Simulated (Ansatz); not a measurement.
**Al: molecular dynamics, part 1 of 2**

Aim: heat the crystal hard, then run on and watch the hot state. Runs: 100 steps of 2 fs under a Langevin thermostat at 900 K; 100 steps of 2 fs under a Langevin thermostat and barostat at 630 K and 0 GPa. The start is the crystal (fcc), its volume scaled by 1.05.

Program: Ansatz 0.2.0. Level of theory: DFT PBEsol, plane waves, PAW, scalar-relativistic, no spin polarisation. These are calculated values, not measurements.

## Step 1: Starting point

The cell holds 32 atoms (Al32): a = 8.233 Å, b = 8.233 Å, c = 8.233 Å, α = 90.00°, β = 90.00°, γ = 90.00°.

Its coordinates follow in the input file.

## Step 2: Run 1

100 steps of 2 fs under a Langevin thermostat at 900 K.

Contents of input.yaml:

```yaml
crystal:
  lattice:
    - [8.23281, 0.0, 0.0]
    - [0.0, 8.23281, 0.0]
    - [0.0, 0.0, 8.23281]
  atoms:
    - { symbol: Al, position: [0.5, 0.0, 0.0] }
    - { symbol: Al, position: [0.75, 0.25, 0.0] }
    - { symbol: Al, position: [0.75, 0.0, 0.25] }
    - { symbol: Al, position: [0.0, 0.0, 0.0] }
    - { symbol: Al, position: [0.25, 0.25, 0.0] }
    - { symbol: Al, position: [0.5, 0.5, 0.0] }
    - { symbol: Al, position: [0.75, 0.75, 0.0] }
    - { symbol: Al, position: [0.25, 0.0, 0.25] }
    - { symbol: Al, position: [0.5, 0.25, 0.25] }
    - { symbol: Al, position: [0.75, 0.5, 0.25] }
    - { symbol: Al, position: [0.5, 0.0, 0.5] }
    - { symbol: Al, position: [0.75, 0.25, 0.5] }
    - { symbol: Al, position: [0.75, 0.0, 0.75] }
    - { symbol: Al, position: [0.0, 0.5, 0.0] }
    - { symbol: Al, position: [0.25, 0.75, 0.0] }
    - { symbol: Al, position: [0.0, 0.25, 0.25] }
    - { symbol: Al, position: [0.25, 0.5, 0.25] }
    - { symbol: Al, position: [0.5, 0.75, 0.25] }
    - { symbol: Al, position: [0.0, 0.0, 0.5] }
    - { symbol: Al, position: [0.25, 0.25, 0.5] }
    - { symbol: Al, position: [0.5, 0.5, 0.5] }
    - { symbol: Al, position: [0.75, 0.75, 0.5] }
    - { symbol: Al, position: [0.25, 0.0, 0.75] }
    - { symbol: Al, position: [0.5, 0.25, 0.75] }
    - { symbol: Al, position: [0.75, 0.5, 0.75] }
    - { symbol: Al, position: [0.0, 0.75, 0.25] }
    - { symbol: Al, position: [0.0, 0.5, 0.5] }
    - { symbol: Al, position: [0.25, 0.75, 0.5] }
    - { symbol: Al, position: [0.0, 0.25, 0.75] }
    - { symbol: Al, position: [0.25, 0.5, 0.75] }
    - { symbol: Al, position: [0.5, 0.75, 0.75] }
    - { symbol: Al, position: [0.0, 0.75, 0.75] }
basis:
  ecutwfc: 420.0
kpoints:
  mp_grid: { grid: [2, 2, 2] }
hamiltonian:
  xc: pbesol
scf:
  occupations: { method: fermi_dirac, width: 0.1 }
  lower_state_search: "off"
md:
  timestep: 2
  n_steps: 100
  ensemble: nvt_langevin
  temperature: 900.0
  initial_velocities: maxwell_boltzmann
  seed: 103231
  friction: 0.02
```

The run is started by

```bash
> ansatz run input.yaml --threads 2 --pin off --max-ram 5120MiB --backend cpu --events-out ev --progress --plain --runs-dir out
```

The program printed, cut to the lines that bear on the results:

```text
Warning: md: disabling space-group detection — thermal motion breaks the input geometry's symmetry, so no spatial operation reduces the k-mesh or symmetrises the density; time reversal is kept, so that k and −k are solved as one point where they differ and the mesh holds both, and exact [...]
Warning: RAYON_NUM_THREADS=2 ignored (pool sized by the plan → 2); use --threads N
[...]
Pseudopotentials: kind: paw
Pseudopotential: Al, paw, valence charge 3, recommended cutoff 420 eV (normal), Al.paw.azcp
Functional definition: PBEsol
[...]
Crystal: 32 atoms, lattice volume = 558.013 Å³
Basis set: ecut = 420 eV, 11019 PW (Γ), exchange–correlation on 120×120×120 points (8 copies of the dense FFT grid, shifted against one another)
Bands: 80, of which v1, the nominal top of the filled ones, is band 48 counted from 1 (47 counted from 0)
Symmetry: 1 space group operations
k-points: 8
[...]
SCF iter   1: F=—  HF=-16784.920841 eV  |F-HF|=—  |Δ(HF+E_count)|=         —  Δρ=7.48e-4  dr2=1.82e-3  ethr=1.77e-3  ⟨swp⟩=5.5  Hψ=2752  notcnv=0
[...]
md step     0: t =     0.00 fs  T =   871.9 K  F+E_penalty+E_count = -16784.92238468 eV  E_kin = 3.606354 eV  (6 SCF iters)
[...]
md step     5: t =    10.00 fs  T =   698.5 K  F+E_penalty+E_count = -16784.52220484 eV  E_kin = 2.889036 eV  (5 SCF iters)
[...]
md step    10: t =    20.00 fs  T =   588.7 K  F+E_penalty+E_count = -16783.63847167 eV  E_kin = 2.435091 eV  (6 SCF iters)
[...]
md step    15: t =    30.00 fs  T =   572.6 K  F+E_penalty+E_count = -16782.77972109 eV  E_kin = 2.368377 eV  (5 SCF iters)
[...]
md step    20: t =    40.00 fs  T =   549.0 K  F+E_penalty+E_count = -16782.12411249 eV  E_kin = 2.270689 eV  (6 SCF iters)
md step    21: t =    42.00 fs  T =   531.1 K  F+E_penalty+E_count = -16782.03076948 eV  E_kin = 2.196798 eV  (5 SCF iters)
md step    22: t =    44.00 fs  T =   578.9 K  F+E_penalty+E_count = -16781.96716397 eV  E_kin = 2.394616 eV  (5 SCF iters)
```

## Step 3: The log goes on: dynamics from the start

Output, continued, cut to the lines that bear on the results:

```text
md step    23: t =    46.00 fs  T =   592.0 K  F+E_penalty+E_count = -16781.93915435 eV  E_kin = 2.448508 eV  (5 SCF iters)
[...]
md step    42: t =    84.00 fs  T =   946.2 K  F+E_penalty+E_count = -16782.16037545 eV  E_kin = 3.913976 eV  (5 SCF iters)
[...]
md step    61: t =   122.00 fs  T =  1244.8 K  F+E_penalty+E_count = -16781.20360828 eV  E_kin = 5.148804 eV  (5 SCF iters)
[...]
md step    80: t =   160.00 fs  T =   878.4 K  F+E_penalty+E_count = -16780.94525014 eV  E_kin = 3.633441 eV  (6 SCF iters)
[...]
md step    99: t =   198.00 fs  T =   872.4 K  F+E_penalty+E_count = -16781.05002684 eV  E_kin = 3.608595 eV  (5 SCF iters)
[...]
md step   100: t =   200.00 fs  T =   944.1 K  F+E_penalty+E_count = -16781.15840547 eV  E_kin = 3.905134 eV  (6 SCF iters)
[...]
SCF converged after 6 iterations
Free energy (F): -16781.158405 eV
[...]
E sigma→0 (E₀):  -16780.941668 eV
Entropy (-TS):   -0.433476 eV (-13.546 meV/atom)
Fermi energy:    7.063928 eV
[...]
--- Forces (eV/Å), atoms counted from 1 ---
  atom   1  Al     0.17270898    -1.43639354     1.14518379
  atom   2  Al    -0.26613304     1.52945752     0.28114281
  atom   3  Al    -0.59622302    -0.44761394     0.81957821
  atom   4  Al     1.30327642     0.05827881     0.37453875
  atom   5  Al    -1.38622550     1.06573655    -0.39477850
  atom   6  Al     0.03151226    -0.48332019     0.48872595
  atom   7  Al    -1.15720203    -0.33353692    -0.01465114
  atom   8  Al     0.30935762    -0.72165644    -0.31191716
[...]
--- MD trajectory: 100 steps, t = 0.0 → 200.0 fs ---
  final state: T = 944.1 K   F+E_penalty+E_count = -16781.15840547 eV   E_kin = 3.905134 eV
```

It took 11 min on 2 threads of Arm Neoverse V2, shared host; peak memory 1.2 GiB.

## Step 4: What the atoms did

The trajectory, every 4 steps (energies from step 0); msd is the mean square displacement from the start, the centre of mass held:

```
time (fs)  T (K)  potential energy change (meV/atom)  msd Al (Å²)
      0.0    872                                 0.0        0.000
      8.0    765                                 8.4        0.005
     16.0    625                                28.1        0.016
     24.0    570                                51.8        0.029
     32.0    539                                71.8        0.042
     40.0    549                                87.4        0.054
     48.0    534                                93.9        0.063
     56.0    619                                95.8        0.069
     64.0    674                                94.8        0.072
     72.0    804                                91.5        0.073
     80.0    945                                87.3        0.073
     88.0    874                                85.9        0.075
     96.0    862                                88.7        0.077
    104.0    979                               101.8        0.081
    112.0   1087                               115.7        0.086
    120.0   1166                               116.2        0.088
    128.0   1214                               120.0        0.091
    136.0   1140                               128.3        0.097
    144.0    963                               133.6        0.102
    152.0    953                               132.7        0.106
    160.0    878                               124.3        0.107
    168.0    940                               122.7        0.111
    176.0    794                               127.9        0.115
    184.0    981                               131.6        0.117
    192.0    900                               128.9        0.117
    200.0    944                               117.6        0.113
```

time (fs), T (K) and a bar:
```
      0.0        872 ##############
      8.0        765 ##########
     18.0        631 ####
     26.0        596 ##
     34.0        539 
     44.0        579 ##
     52.0        635 ####
     60.0        616 ###
     70.0        836 #############
     78.0        915 ################
     86.0        896 ###############
     96.0        862 ##############
    104.0        979 ###################
    114.0       1041 #####################
    122.0       1245 ##############################
    130.0       1126 #########################
    140.0       1148 ##########################
    148.0        846 #############
    156.0        936 #################
    166.0       1032 #####################
    174.0        778 ##########
    182.0        987 ###################
    192.0        900 ###############
    200.0        944 #################
```

Pair distribution over the second half of the run:

```
r (Å)  g Al–Al
 0.68     0.00
 0.84     0.00
 1.00     0.00
 1.16     0.00
 1.32     0.00
 1.48     0.00
 1.64     0.00
 1.80     0.00
 1.96     0.00
 2.12     0.00
 2.28     0.00
 2.44     0.38
 2.60     1.74
 2.76     3.59
 2.92     3.31
 3.08     1.97
 3.24     1.11
 3.40     0.48
 3.56     0.28
 3.72     0.23
 3.88     0.47
 4.04     0.81
```

First peaks of g(r) (not always the tallest), and, where a minimum follows, the mean number of second-named atoms round a first-named one up to the next minimum:

```
 pair  peak (Å)  height  minimum (Å)  neighbours
Al–Al      2.84     3.8         3.72        12.4
```

## Step 5: Frames from the trajectory

Positions (Å) and forces (eV/Å):

```xyz
32
Lattice="8.233 0.000 0.000 0.000 8.233 0.000 0.000 0.000 8.233" Properties=species:S:1:pos:R:3:forces:R:3 pbc="T T T" time_fs=66.0 T=726 dE=3.0117
Al    4.328    0.096    0.006   -0.670   -0.202    0.175
Al    6.409    1.881   -0.093   -0.475    0.269    0.229
Al    5.916    0.235    2.298    0.472   -0.411   -0.299
Al    0.117   -0.164    0.022   -0.377    0.264    0.192
Al    1.960    1.963    0.218    0.263    0.146   -0.354
Al    3.997    4.218   -0.167    0.728   -0.236    0.508
Al    6.171    6.135    0.092   -0.092   -0.057   -0.057
Al    2.277    0.217    2.336   -0.955   -0.615   -0.258
Al    4.045    2.109    2.243    0.388    0.050   -0.245
Al    6.169    3.978    2.199   -0.679    0.514   -0.589
Al    4.072   -0.111    4.335    0.086    0.394   -0.632
Al    5.951    2.193    4.315    0.512   -0.798   -0.565
Al    6.154   -0.112    6.131    0.177   -0.175   -0.025
Al   -0.096    4.033    0.074    0.219    0.139   -0.362
Al    1.965    6.168    0.152    0.605   -0.066   -0.220
Al   -0.207    2.129    2.113    0.609   -1.372   -0.109
Al    2.413    4.062    2.071   -1.235    0.107   -0.762
Al    3.942    6.279    2.077    0.821    0.124   -0.285
Al   -0.121   -0.256    3.981    0.290    0.614    0.113
Al    2.030    2.160    4.394   -0.092   -0.105   -0.890
Al    3.938    4.222    4.096    0.751   -0.273    0.637
Al    6.098    6.119    3.962    0.009    0.117    0.141
Al    1.962    0.107    6.171    0.061    0.189    0.251
Al    4.009    1.938    6.165    0.119    0.447    0.742
Al    5.941    4.150    5.957    0.426    0.559    0.897
Al    0.128    6.056    2.034   -0.526    0.596   -0.341
Al    0.181    4.088    3.653   -0.180   -0.056    1.691
Al    2.070    6.013    3.986   -0.421    0.790    0.335
Al   -0.047    1.964    6.092   -0.172    0.340    0.000
Al    2.044    4.101    6.360   -0.347   -0.343   -0.408
Al    3.723    6.367    6.187    0.633   -0.723    0.451
Al    0.396    6.183    6.103   -0.949   -0.225    0.038
32
Lattice="8.233 0.000 0.000 0.000 8.233 0.000 0.000 0.000 8.233" Properties=species:S:1:pos:R:3:forces:R:3 pbc="T T T" time_fs=134.0 T=1111 dE=4.0612
Al    4.045   -0.039    0.443    0.378   -0.539   -1.466
Al    6.337    2.232    0.033    0.211   -0.716    0.277
Al    6.057   -0.006    2.231    0.259   -0.479   -0.252
Al    0.254    0.078    0.068   -1.082   -0.939   -0.210
Al    2.021    2.013    0.117    0.522   -0.078   -0.029
Al    4.181    3.997    0.158   -0.145    0.492   -0.511
Al    5.883    6.145    0.101    0.789   -0.092   -0.147
Al    2.115   -0.268    2.290    0.052    0.466   -0.576
Al    4.132    1.938    1.854    0.313    0.961    1.353
Al    6.003    4.080    2.118    0.949   -0.910   -0.174
Al    3.780   -0.435    4.359    1.268    1.336   -0.729
Al    6.176    1.695    4.255   -0.612    0.793    0.268
Al    6.229   -0.150    6.488   -0.615    0.766   -0.182
Al    0.246    4.020    0.089   -1.061    0.167   -0.164
Al    2.284    6.272    0.101   -0.583   -0.637    0.125
Al    0.075    1.542    2.110   -0.317    1.178    0.429
Al    2.145    4.167    1.847    0.489   -0.029    0.973
Al    4.398    6.011    2.200   -1.498    0.556    0.428
Al   -0.195   -0.117    4.266   -0.015    0.039    0.328
Al    2.208    2.024    3.811   -0.231    0.131    0.686
Al    4.158    3.961    4.218   -0.409   -0.024   -0.047
Al    6.251    5.856    4.210   -0.069    0.617    0.193
Al    2.053   -0.070    6.469    0.097    0.496   -0.690
Al    4.208    2.165    6.431   -0.384   -1.371   -0.329
Al    6.026    3.983    6.225    0.678    0.582   -0.066
Al    0.145    6.119    1.874   -0.685    0.431   -0.155
Al    0.033    4.050    3.548    0.285   -0.613    0.742
Al    1.656    6.372    4.217    0.008   -1.852    0.651
Al    0.059    2.055    6.224   -0.118    0.005   -0.360
Al    2.150    3.922    6.419   -0.006    0.667   -0.672
Al    3.943    6.271    6.289    0.598   -1.123    0.418
Al   -0.346    6.064    6.468    0.936   -0.282   -0.111
32
Lattice="8.233 0.000 0.000 0.000 8.233 0.000 0.000 0.000 8.233" Properties=species:S:1:pos:R:3:forces:R:3 pbc="T T T" time_fs=200.0 T=944 dE=3.7640
Al    4.022    0.101   -0.156    0.173   -1.436    1.145
Al    6.282    1.787    0.035   -0.266    1.530    0.281
Al    6.463    0.113    2.030   -0.596   -0.448    0.820
Al   -0.189   -0.049   -0.171    1.303    0.058    0.374
Al    2.270    1.798    0.176   -1.386    1.066   -0.395
Al    4.187    4.076   -0.082    0.032   -0.483    0.489
Al    6.095    6.210    0.374   -1.157   -0.334   -0.015
Al    1.739   -0.126    2.188    0.309   -0.722   -0.312
Al    4.170    1.823    2.009    0.391    0.048    0.302
Al    6.106    3.860    2.059    0.335    0.037   -0.024
Al    3.953   -0.317    4.144    0.011    0.100    0.020
Al    5.916    1.664    4.406    0.684    0.474   -1.202
Al    5.897    0.025    6.420    0.695   -1.236   -0.955
Al   -0.036    3.991    0.242    0.001   -0.256   -0.778
Al    2.138    5.965    0.076   -0.239    0.259   -0.033
Al    0.129    1.993    2.100   -0.461    0.267   -0.061
Al    1.983    4.074    2.138    0.290   -0.318    0.081
Al    3.966    5.849    2.385    0.228    0.554   -0.516
Al   -0.302   -0.047    4.434   -0.196    1.045   -0.006
Al    2.098    1.849    3.890    0.305    0.063    0.849
Al    4.316    3.825    4.046   -0.388   -0.109    0.516
Al    6.341    5.845    4.232   -0.363    0.110   -0.345
Al    2.046   -0.322    6.264   -0.389    0.493   -0.111
Al    4.202    1.987    6.269   -0.979    0.561    0.047
Al    6.312    3.834    6.254   -0.336    0.054    0.041
Al   -0.073    6.000    1.915    0.179    0.355    0.566
Al    0.111    3.794    4.317   -0.802   -0.015   -0.984
Al    1.110    6.188    4.340    1.380   -0.776   -0.116
Al    0.297    2.198    6.273   -0.386   -1.309    0.642
Al    2.244    3.881    5.934    0.303    0.371    0.377
Al    4.031    5.923    6.228    0.439    0.305   -0.335
Al   -0.572    6.124    6.550    0.885   -0.308   -0.360
```

On run 1: Against a set 900 K the second half averages 994 K with a spread of 123 K (in equilibrium 32 atoms would scatter by about 130 K, over a far longer run). Counted from the crystal's sites, with the common drift removed, the atoms stand 0.34 Å away over the last tenth of the run (root mean square), 12 % of the neighbour distance: near the range, 10 to 20 % and a little above, in which crystals usually melt.

## Step 6: Run 2

100 steps of 2 fs under a Langevin thermostat and barostat at 630 K and 0 GPa, starting from the last frame of an earlier run, with new velocities.

Contents of input.yaml:

```yaml
crystal:
  lattice:
    - [8.23281, 0.0, 0.0]
    - [0.0, 8.23281, 0.0]
    - [0.0, 0.0, 8.23281]
  atoms:
    - { symbol: Al, position: [0.48849853, 0.01220967, -0.01891022] }
    - { symbol: Al, position: [0.76307232, 0.21709122, 0.00422554] }
    - { symbol: Al, position: [0.78504783, 0.01372189, 0.246637] }
    - { symbol: Al, position: [-0.02289516, -0.00598912, -0.02079702] }
    - { symbol: Al, position: [0.27572551, 0.21843218, 0.02142694] }
    - { symbol: Al, position: [0.5086232, 0.4950644, -0.00995602] }
    - { symbol: Al, position: [0.7403565, 0.75429811, 0.04548954] }
    - { symbol: Al, position: [0.21117596, -0.01534308, 0.26581465] }
    - { symbol: Al, position: [0.506525, 0.22138888, 0.24405686] }
    - { symbol: Al, position: [0.74161976, 0.46885376, 0.25006379] }
    - { symbol: Al, position: [0.48017816, -0.03847526, 0.50335589] }
    - { symbol: Al, position: [0.71863144, 0.20212207, 0.53515706] }
    - { symbol: Al, position: [0.71623317, 0.00298643, 0.77986615] }
    - { symbol: Al, position: [-0.00435381, 0.48481715, 0.02938606] }
    - { symbol: Al, position: [0.25967896, 0.72458213, 0.00923414] }
    - { symbol: Al, position: [0.01566058, 0.24205815, 0.25510076] }
    - { symbol: Al, position: [0.24083724, 0.4948469, 0.25966501] }
    - { symbol: Al, position: [0.48166805, 0.71045873, 0.28969133] }
    - { symbol: Al, position: [-0.03672183, -0.00574394, 0.53851136] }
    - { symbol: Al, position: [0.25480116, 0.22461072, 0.47254394] }
    - { symbol: Al, position: [0.52426307, 0.46455743, 0.49146271] }
    - { symbol: Al, position: [0.77017136, 0.70993582, 0.51405974] }
    - { symbol: Al, position: [0.24857971, -0.03913971, 0.76080519] }
    - { symbol: Al, position: [0.51035502, 0.24140501, 0.76140462] }
    - { symbol: Al, position: [0.76670484, 0.46570815, 0.75968939] }
    - { symbol: Al, position: [-0.00889231, 0.72881792, 0.2326054] }
    - { symbol: Al, position: [0.01352316, 0.46082619, 0.52436929] }
    - { symbol: Al, position: [0.13485222, 0.75164945, 0.52711541] }
    - { symbol: Al, position: [0.03605886, 0.26702559, 0.76194956] }
    - { symbol: Al, position: [0.27254211, 0.47140402, 0.7207662] }
    - { symbol: Al, position: [0.48964388, 0.71940069, 0.75645087] }
    - { symbol: Al, position: [-0.06942887, 0.74389758, 0.79561252] }
basis:
  ecutwfc: 420.0
kpoints:
  mp_grid: { grid: [2, 2, 2] }
hamiltonian:
  xc: pbesol
scf:
  occupations: { method: fermi_dirac, width: 0.1 }
  lower_state_search: "off"
md:
  timestep: 2
  n_steps: 100
  ensemble: npt_langevin
  temperature: 630.0
  initial_velocities: maxwell_boltzmann
  seed: 370386
  friction: 0.005
  pressure: 0.0
  fix_cell: [shape]
```

The run is started by

```bash
> ansatz run input.yaml --threads 2 --pin off --max-ram 5120MiB --backend cpu --events-out ev --progress --plain --runs-dir out
```

The program printed, cut to the lines that bear on the results:

```text
Warning: md: disabling space-group detection — thermal motion breaks the input geometry's symmetry, so no spatial operation reduces the k-mesh or symmetrises the density; time reversal is kept, so that k and −k are solved as one point where they differ and the mesh holds both, and exact [...]
Warning: RAYON_NUM_THREADS=2 ignored (pool sized by the plan → 2); use --threads N
[...]
Pseudopotentials: kind: paw
Pseudopotential: Al, paw, valence charge 3, recommended cutoff 420 eV (normal), Al.paw.azcp
Functional definition: PBEsol
[...]
Crystal: 32 atoms, lattice volume = 558.013 Å³
Basis set: ecut = 420 eV (smoothed over ±3.0 %; plane waves to 437.0 eV, density to 1747.9 eV), 11513 PW (Γ), exchange–correlation on 120×120×120 points (8 copies of the dense FFT grid, shifted against one another)
Bands: 80, of which v1, the nominal top of the filled ones, is band 48 counted from 1 (47 counted from 0)
Symmetry: 1 space group operations
k-points: 8
[...]
md step     0: t =     0.00 fs  T =   610.3 K  F+E_penalty+E_count = -16781.15769193 eV  E_kin = 2.524448 eV  conserved = -16778.97658980 eV  P_inst = -0.1003 GPa  V = 558.0130 Å³  selection 1  (6 SCF iters)
[...]
md step     6: t =    12.00 fs  T =   639.3 K  F+E_penalty+E_count = -16781.48199665 eV  E_kin = 2.644271 eV  conserved = -16778.97744112 eV  P_inst = -0.4826 GPa  V = 558.6429 Å³  selection 1  (5 SCF iters)
[...]
md step    12: t =    24.00 fs  T =   696.7 K  F+E_penalty+E_count = -16781.94148405 eV  E_kin = 2.881711 eV  conserved = -16778.97755944 eV  P_inst = -0.8678 GPa  V = 558.2643 Å³  selection 1  (5 SCF iters)
[...]
md step    18: t =    36.00 fs  T =   688.5 K  F+E_penalty+E_count = -16782.18321117 eV  E_kin = 2.847936 eV  conserved = -16778.97744265 eV  P_inst = -0.9871 GPa  V = 556.8919 Å³  selection 1  (5 SCF iters)
[...]
md step    23: t =    46.00 fs  T =   662.0 K  F+E_penalty+E_count = -16782.40106779 eV  E_kin = 2.738349 eV  conserved = -16778.97637815 eV  P_inst = -1.0028 GPa  V = 554.9070 Å³  selection 1  (5 SCF iters)
md step    24: t =    48.00 fs  T =   658.6 K  F+E_penalty+E_count = -16782.47815834 eV  E_kin = 2.724177 eV  conserved = -16778.97636542 eV  P_inst = -1.0423 GPa  V = 554.5762 Å³  selection 1  (5 SCF iters)
```

(Continued in part 2 of 2.)
